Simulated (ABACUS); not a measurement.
# C (Fd-3m) in ABACUS: notebook, part 2 of 2

ABACUS 3.10.1. Earlier steps stand in the parts before.

**4. Equation of state, PBE, 5.33 Å³/atom (volume scaled by 0.94)**

The input, run_abacus.py:

```python
"""ABACUS run from a structure file: ASE reads it, the script writes STRU, KPT and INPUT."""
import re
import subprocess
import spglib
from ase import Atoms
from ase.io import read
from ase.units import Bohr

atoms = read("C.cif")
cell, frac, numbers = spglib.standardize_cell((atoms.cell[:], atoms.get_scaled_positions(), atoms.numbers), to_primitive=True, symprec=1e-4)
atoms = Atoms(numbers=numbers, cell=cell, scaled_positions=frac, pbc=True)  # the primitive cell
atoms = atoms[(-atoms.numbers).argsort(kind="stable")]  # ABACUS lists atoms element by element
pseudo = {'C': 'C.upf'}
orbital = {'C': 'C_confined-atom_6au_2s2p1d.orb'}
magmoms = None
kmesh = [12, 12, 12]
params = {
    'suffix': 'C',
    'calculation': 'scf',
    'basis_type': 'lcao',
    'pseudo_dir': './',
    'orbital_dir': './',
    'symmetry': 1,
    'dft_functional': 'pbe',
    'ecutwfc': 100,
    'pseudo_rcut': 10,
    'nspin': 1,
    'nbands': 8,
    'ks_solver': 'genelpa',
    'smearing_method': 'fd',
    'smearing_sigma': 0.00367493,
    'scf_thr': 1e-07,
    'scf_nmax': 100,
    'mixing_type': 'broyden',
    'mixing_beta': 0.7,
    'cal_force': 1,
    'cal_stress': 1,
    'out_mul': 1,
}

symbols = atoms.get_chemical_symbols()
elements = list(dict.fromkeys(symbols))
lines = ["ATOMIC_SPECIES"] + [f"{e} {atoms.get_masses()[symbols.index(e)]:.4f} {pseudo[e]}" for e in elements]
if orbital:
    lines += ["", "NUMERICAL_ORBITAL"] + [orbital[e] for e in elements]
lines += ["", "LATTICE_CONSTANT", f"{1 / Bohr:.10f}", "", "LATTICE_VECTORS"]
lines += [" ".join(f"{x:.10f}" for x in v) for v in atoms.cell]
lines += ["", "ATOMIC_POSITIONS", "Direct"]
for e in elements:
    lines += ["", e, "0.0", str(symbols.count(e))]
    for i, p in enumerate(atoms.get_scaled_positions(wrap=False)):
        if symbols[i] == e:
            mag = "" if magmoms is None else " mag " + " ".join(str(x) for x in (magmoms[i] if isinstance(magmoms[i], list) else [magmoms[i]]))
            lines.append(" ".join(f"{x:.10f}" for x in p) + " 1 1 1" + mag)
open("STRU", "w").write("\n".join(lines) + "\n")
open("KPT", "w").write("K_POINTS\n0\nGamma\n%d %d %d 0 0 0\n" % tuple(kmesh))
open("INPUT", "w").write("INPUT_PARAMETERS\n" + "".join(f"{k:<20s}{v}\n" for k, v in params.items()))

done = subprocess.run(['mpirun', '-np', '4', 'abacus'])
if done.returncode:
    raise SystemExit(done.returncode)
log = open("OUT.C/running_scf.log").read()
print("final energy (eV):", re.findall(r"FINAL_ETOT_IS (\S+)", log))
```

The input, C.cif:

```cif
data_C
_cell_length_a 3.49392896
_cell_length_b 3.49392896
_cell_length_c 3.49392896
_cell_angle_alpha 90.00000000
_cell_angle_beta 90.00000000
_cell_angle_gamma 90.00000000
_space_group_name_H-M_alt 'Fd-3m'
_space_group_name_Hall 'F 4d 2 3 -1d'
_space_group_IT_number 227
loop_
_space_group_symop_operation_xyz
'x,y,z'
'-y+1/4,x+1/4,z+1/4'
'-x,-y+1/2,z+1/2'
'y+3/4,-x+1/4,z+3/4'
'x,-y,-z'
'-y+1/4,-x+3/4,-z+3/4'
'-x,y+1/2,-z+1/2'
'y+3/4,x+3/4,-z+1/4'
'z,x,y'
'z+1/4,-y+1/4,x+1/4'
'z+1/2,-x,-y+1/2'
'z+3/4,y+3/4,-x+1/4'
'-z,x,-y'
'-z+3/4,-y+1/4,-x+3/4'
'-z+1/2,-x,y+1/2'
'-z+1/4,y+3/4,x+3/4'
'y,z,x'
'x+1/4,z+1/4,-y+1/4'
'-y+1/2,z+1/2,-x'
'-x+1/4,z+3/4,y+3/4'
'-y,-z,x'
'-x+3/4,-z+3/4,-y+1/4'
'y+1/2,-z+1/2,-x'
'x+3/4,-z+1/4,y+3/4'
'-x+1/4,-y+1/4,-z+1/4'
'y,-x,-z'
'x+1/4,y+3/4,-z+3/4'
'-y+1/2,x,-z+1/2'
'-x+1/4,y+1/4,z+1/4'
'y,x+1/2,z+1/2'
'x+1/4,-y+3/4,z+3/4'
'-y+1/2,-x+1/2,z'
'-z+1/4,-x+1/4,-y+1/4'
'-z,y,-x'
'-z+3/4,x+1/4,y+3/4'
'-z+1/2,-y+1/2,x'
'z+1/4,-x+1/4,y+1/4'
'z+1/2,y,x+1/2'
'z+3/4,x+1/4,-y+3/4'
'z,-y+1/2,-x+1/2'
'-y+1/4,-z+1/4,-x+1/4'
[... 89 lines left out ...]
'-z+1/4,x+1/4,y+1/4'
'-z,-y+1/2,x+1/2'
'z+3/4,-x+1/4,y+3/4'
'z,y,x'
'z+1/4,x+1/4,-y+1/4'
'z+1/2,-y+1/2,-x'
'-y+3/4,-z+1/4,-x+3/4'
'-x+1/2,-z,y+1/2'
'y+1/4,-z+3/4,x+3/4'
'x+1/2,-z+1/2,-y'
'y+3/4,z+1/4,-x+3/4'
'x,z+1/2,y+1/2'
'-y+1/4,z+3/4,x+3/4'
'-x,z,-y'
'x+1/2,y+1/2,z'
'-y+3/4,x+3/4,z+1/4'
'-x+1/2,-y,z+1/2'
'y+1/4,-x+3/4,z+3/4'
'x+1/2,-y+1/2,-z'
'-y+3/4,-x+1/4,-z+3/4'
'-x+1/2,y,-z+1/2'
'y+1/4,x+1/4,-z+1/4'
'z+1/2,x+1/2,y'
'z+3/4,-y+3/4,x+1/4'
'z,-x+1/2,-y+1/2'
'z+1/4,y+1/4,-x+1/4'
'-z+1/2,x+1/2,-y'
'-z+1/4,-y+3/4,-x+3/4'
'-z,-x+1/2,y+1/2'
'-z+3/4,y+1/4,x+3/4'
'y+1/2,z+1/2,x'
'x+3/4,z+3/4,-y+1/4'
'-y,z,-x'
'-x+3/4,z+1/4,y+3/4'
'-y+1/2,-z+1/2,x'
'-x+1/4,-z+1/4,-y+1/4'
'y,-z,-x'
'x+1/4,-z+3/4,y+3/4'
'-x+3/4,-y+3/4,-z+1/4'
'y+1/2,-x+1/2,-z'
'x+3/4,y+1/4,-z+3/4'
'-y,x+1/2,-z+1/2'
'-x+3/4,y+3/4,z+1/4'
'y+1/2,x,z+1/2'
'x+3/4,-y+1/4,z+3/4'
'-y,-x,z'
'-z+3/4,-x+3/4,-y+1/4'
'-z+1/2,y+1/2,-x'
'-z+1/4,x+3/4,y+3/4'
'-z,-y,x'
'z+3/4,-x+3/4,y+1/4'
'z,y+1/2,x+1/2'
'z+1/4,x+3/4,-y+3/4'
'z+1/2,-y,-x+1/2'
'-y+3/4,-z+3/4,-x+1/4'
'-x+1/2,-z+1/2,y'
'y+1/4,-z+1/4,x+1/4'
'x+1/2,-z,-y+1/2'
'y+3/4,z+3/4,-x+1/4'
'x,z,y'
'-y+1/4,z+1/4,x+1/4'
'-x,z+1/2,-y+1/2'
loop_
_atom_site_label
_atom_site_type_symbol
_atom_site_symmetry_multiplicity
_atom_site_Wyckoff_symbol
_atom_site_fract_x
_atom_site_fract_y
_atom_site_fract_z
_atom_site_occupancy
C1 C 8 a 0.2500000000 0.2500000000 0.2500000000 1
```

Potentials or basis: Ansatz NC PBE, DZP LCAO (the cutoffs set its grid).

Run with:

```bash
$ OMP_NUM_THREADS=1 python run_abacus.py > log
```

running log:

```text
[... set-up lines left out ...]
 LCAO ALGORITHM --------------- ION=   1  ELEC=   1--------------------------------

 Density error is 0.149782331249
----------------------------------------------------------
     Energy           Rydberg                 eV
----------------------------------------------------------
 E_KohnSham     -24.0644206518       -327.4132399330
 E_Harris       -23.6389238251       -321.6240586087
 E_Fermi        1.1715579286         15.9398633662
----------------------------------------------------------

 LCAO ALGORITHM --------------- ION=   1  ELEC=   2--------------------------------

 Density error is 0.0332950897418
----------------------------------------------------------
     Energy           Rydberg                 eV
----------------------------------------------------------
 E_KohnSham     -24.0698803215       -327.4875225511
 E_Harris       -23.9654559133       -326.0667555892
 E_Fermi        1.2493402857         16.9981466263
----------------------------------------------------------

 LCAO ALGORITHM --------------- ION=   1  ELEC=   3--------------------------------

 Density error is 0.00488511360072
----------------------------------------------------------
     Energy           Rydberg                 eV
----------------------------------------------------------
 E_KohnSham     -24.0701886703       -327.4917178508
 E_Harris       -24.0650639716       -327.4219927478
 E_Fermi        1.2681784020         17.2544523483
----------------------------------------------------------

 LCAO ALGORITHM --------------- ION=   1  ELEC=   4--------------------------------

 Density error is 0.000169012023559
----------------------------------------------------------
     Energy           Rydberg                 eV
----------------------------------------------------------
 E_KohnSham     -24.0701893293       -327.4917268177
 E_Harris       -24.0702275963       -327.4922474663
 E_Fermi        1.2688284941         17.2632973046
----------------------------------------------------------

 LCAO ALGORITHM --------------- ION=   1  ELEC=   5--------------------------------

 Density error is 3.54139324812e-05
----------------------------------------------------------
     Energy           Rydberg                 eV
----------------------------------------------------------
 E_KohnSham     -24.0701893329       -327.4917268659
 E_Harris       -24.0700726097       -327.4901387651
 E_Fermi        1.2687958426         17.2628530580
----------------------------------------------------------

 LCAO ALGORITHM --------------- ION=   1  ELEC=   6--------------------------------

 Density error is 6.34387749465e-07
----------------------------------------------------------
     Energy           Rydberg                 eV
----------------------------------------------------------
 E_KohnSham     -24.0701893336       -327.4917268751
 E_Harris       -24.0701911188       -327.4917511652
 E_Fermi        1.2688211564         17.2631974706
----------------------------------------------------------

 LCAO ALGORITHM --------------- ION=   1  ELEC=   7--------------------------------

 Density error is 2.15296263456e-07
----------------------------------------------------------
     Energy           Rydberg                 eV
----------------------------------------------------------
 E_KohnSham     -24.0701893336       -327.4917268751
 E_Harris       -24.0701901129       -327.4917374792
 E_Fermi        1.2688209118         17.2631941423
----------------------------------------------------------

 LCAO ALGORITHM --------------- ION=   1  ELEC=   8--------------------------------

 Density error is 2.71018188482e-09
----------------------------------------------------------
     Energy           Rydberg                 eV
----------------------------------------------------------
 E_KohnSham     -24.0701893336       -327.4917268751
 E_KS(sigma->0) -24.0701893336       -327.4917268751
 E_Harris       -24.0701893241       -327.4917267463
 E_band         2.9918895337         40.7067454447
 E_one_elec     8.9858131509         122.2582600151
 E_Hartree      1.8352251209         24.9695187576
 E_xc           -8.7835804666        -119.5067431868
 E_Ewald        -26.1076471388       -355.2127624610
 E_entropy(-TS) -0.0000000000        -0.0000000000
 E_descf        0.0000000000         0.0000000000
 E_exx          0.0000000000         0.0000000000
 E_Fermi        1.2688207484         17.2631919193
----------------------------------------------------------

 charge density convergence is achieved
 final etot is -327.49172688 eV
 EFERMI = 17.263191919 eV

 STATE ENERGY(eV) AND OCCUPATIONS    NSPIN == 1
 1/72 kpoint (Cartesian) = 0.0000 0.0000 0.0000 (311 pws)
       1       -7.72233     0.00115741
       2        14.4863     0.00115741
       3        14.4863     0.00115741
       4        14.4863     0.00115741
       5        20.2284    2.03363e-29
       6        20.2284    2.03363e-29
       7        20.2284    2.03363e-29
       8        29.9405        0.00000

 2/72 kpoint (Cartesian) = 0.023851 0.023851 0.023851 (310 pws)
       1       -7.61973     0.00925926
       2        13.1897     0.00925926
       3        14.1358     0.00925926
       4        14.1358     0.00925926
       5        20.6842    1.78806e-32
       6        20.6842    1.78806e-32
       7        21.0360    1.57271e-35
       8        29.9937        0.00000

 3/72 kpoint (Cartesian) = 0.047702 0.047702 0.047702 (310 pws)
       1       -7.05492     0.00925926
       2        10.5310     0.00925926
       3        13.3814     0.00925926
       4        13.3814     0.00925926
       5        21.6629    5.63982e-41
       6        21.6629    5.63982e-41
       7        22.2872    2.13096e-46
       8        30.4123        0.00000

 4/72 kpoint (Cartesian) = 0.071553 0.071553 0.071553 (313 pws)
       1       -6.07437     0.00925926
       2        7.56201     0.00925926
       3        12.6083     0.00925926
       4        12.6083     0.00925926
       5        22.5611    8.89499e-49
       6        22.5611    8.89499e-49
       7        23.2109    2.01852e-54
       8        30.9645        0.00000

 5/72 kpoint (Cartesian) = 0.095404 0.095404 0.095404 (314 pws)
       1       -4.71175     0.00925926
       2        4.65629     0.00925926
       3        11.9961     0.00925926
       4        11.9961     0.00925926
       5        23.0558    4.49620e-53
       6        23.0558    4.49620e-53
       7        23.7744    2.57635e-59
       8        31.3537        0.00000

 6/72 kpoint (Cartesian) = 0.11925 0.11925 0.11925 (312 pws)
       1       -3.03648     0.00925926
       2        2.01895     0.00925926
       3        11.6128     0.00925926
       4        11.6128     0.00925926
       5        23.2037    2.33278e-54
       6        23.2037    2.33278e-54
       7        24.0709    6.84897e-62
       8        31.5068        0.00000

[... levels at 66 further k points ...]

 correction force for each atom along direction 1 is -1.50240e-06
 correction force for each atom along direction 2 is 1.78618e-07
 correction force for each atom along direction 3 is 3.10659e-07
------------------------------------------------------------------------------------------
 TOTAL-FORCE (eV/Angstrom)
------------------------------------------------------------------------------------------
                        C1         0.0000000000         0.0000000000         0.0000000000
                        C2         0.0000000000         0.0000000000         0.0000000000
------------------------------------------------------------------------------------------

----------------------------------------------------------------
 TOTAL-STRESS (KBAR)
----------------------------------------------------------------
       355.9927685962         0.0000000000         0.0000000000
        -0.0000000000       355.9927685962        -0.0000000000
        -0.0000000000        -0.0000000000       355.9927685962
----------------------------------------------------------------
 TOTAL-PRESSURE: 355.992769 KBAR

 --------------------------------------------
 !FINAL_ETOT_IS -327.4917268751194683 eV
 --------------------------------------------
```

Wall time 4.3 s (4 MPI ranks of AMD EPYC 7R13 (Zen 3), shared host); peak memory 0.36 GiB.

Results:

```yaml
Free_energy: -327.4917 eV
Pressure: 35.6 GPa
Band_gap_on_the_k_mesh: 4.32 eV, indirect (least direct gap 5.74 eV)
```

Caveat: the atomic orbitals were generated for these runs and aren't a published set; the basis of atomic orbitals isn't converged, which shifts pressures, moduli and gaps.

**5. Equation of state, PBE, 5.56 Å³/atom (volume scaled by 0.98)**

run_abacus.py is that of step 4.

Changes to C.cif since step 4:

```diff
@@ -1,5 +1,5 @@
 data_C
-_cell_length_a 3.49392896
-_cell_length_b 3.49392896
-_cell_length_c 3.49392896
+_cell_length_a 3.54280143
+_cell_length_b 3.54280143
+_cell_length_c 3.54280143
 _cell_angle_alpha 90.00000000
```

Run with:

```bash
$ OMP_NUM_THREADS=1 python run_abacus.py > log
```

Run time: 4.3 s. Hardware: 4 MPI ranks of AMD EPYC 7R13 (Zen 3), shared host; peak memory 0.36 GiB.

Results (log left out):

| Quantity | Value |
| --- | --- |
| Free energy | -327.5620 eV |
| Pressure | 14.7 GPa |
| Band gap on the k mesh | 4.22 eV, indirect (least direct gap 5.63 eV) |

Caveat: the atomic orbitals were generated for these runs and aren't a published set; the basis of atomic orbitals isn't converged, which shifts pressures, moduli and gaps.

**6. Equation of state, PBE, 5.79 Å³/atom (volume scaled by 1.02)**

run_abacus.py is that of step 5.

Changes to C.cif since step 5:

```diff
@@ -1,5 +1,5 @@
 data_C
-_cell_length_a 3.54280143
-_cell_length_b 3.54280143
-_cell_length_c 3.54280143
+_cell_length_a 3.59036148
+_cell_length_b 3.59036148
+_cell_length_c 3.59036148
 _cell_angle_alpha 90.00000000
```

Potentials or basis: Ansatz NC PBE, DZP LCAO (the cutoffs set its grid).

Run with:

```bash
$ OMP_NUM_THREADS=1 python run_abacus.py > log
```

Wall time 3.9 s (4 MPI ranks of AMD EPYC 7R13 (Zen 3), shared host); peak memory 0.36 GiB.

Results (log left out):

| Quantity | Value |
| --- | --- |
| Free energy | -327.5781 eV |
| Pressure | -2.8 GPa |
| Band gap on the k mesh | 4.13 eV, indirect (least direct gap 5.53 eV) |

Caveat: the atomic orbitals were generated for these runs and aren't a published set; the basis of atomic orbitals isn't converged, which shifts pressures, moduli and gaps.

**7. Equation of state, PBE, 6.01 Å³/atom (volume scaled by 1.06)**

run_abacus.py is that of step 6.

Changes to C.cif since step 6:

```diff
@@ -1,5 +1,5 @@
 data_C
-_cell_length_a 3.59036148
-_cell_length_b 3.59036148
-_cell_length_c 3.59036148
+_cell_length_a 3.63669384
+_cell_length_b 3.63669384
+_cell_length_c 3.63669384
 _cell_angle_alpha 90.00000000
```

Run with:

```bash
$ OMP_NUM_THREADS=1 python run_abacus.py > log
```

Wall time 3.5 s (4 MPI ranks of AMD EPYC 7R13 (Zen 3), shared host); peak memory 0.36 GiB.

It converged, with:

```
Free energy            : -327.5489 eV
Pressure               : -17.4 GPa
Band gap on the k mesh : 4.05 eV, indirect (least direct gap 5.43 eV)
```

Caveat: the atomic orbitals were generated for these runs and aren't a published set; the basis of atomic orbitals isn't converged, which shifts pressures, moduli and gaps.

**8. Equation of state, PBE**

No new run: the results of the series are fitted here.

What came out:

```
Equilibrium volume                      : 5.75 Å³/atom
Bulk modulus                            : 417 GPa
Pressure derivative of the bulk modulus : 3.5 (rough: it moves with the points fitted)
```

Energy against volume, from the lowest point:
```csv
volume (Å³/atom),energy (meV/atom)
5.332,43.19
5.558,8.04
5.785,0.00
6.012,14.61
```

Caveat: the atomic orbitals were generated for these runs and aren't a published set; the basis of atomic orbitals isn't converged, which shifts pressures, moduli and gaps.

**9. Against experiment**

Step 8. A measured bulk modulus of C is 442 GPa (quoted in “Equation of state of cubic boron nitride at high pressures and temperatures”, 2007, arxiv:cond-mat/0702656); the calculated 417 GPa misses it by -5.7 %. 3 values of this kind are on record (442 to 444.8 GPa); this one was drawn at random among those near their median, those with a stated uncertainty first. The fit is for a static lattice scaled at fixed shape and fixed fractional positions.
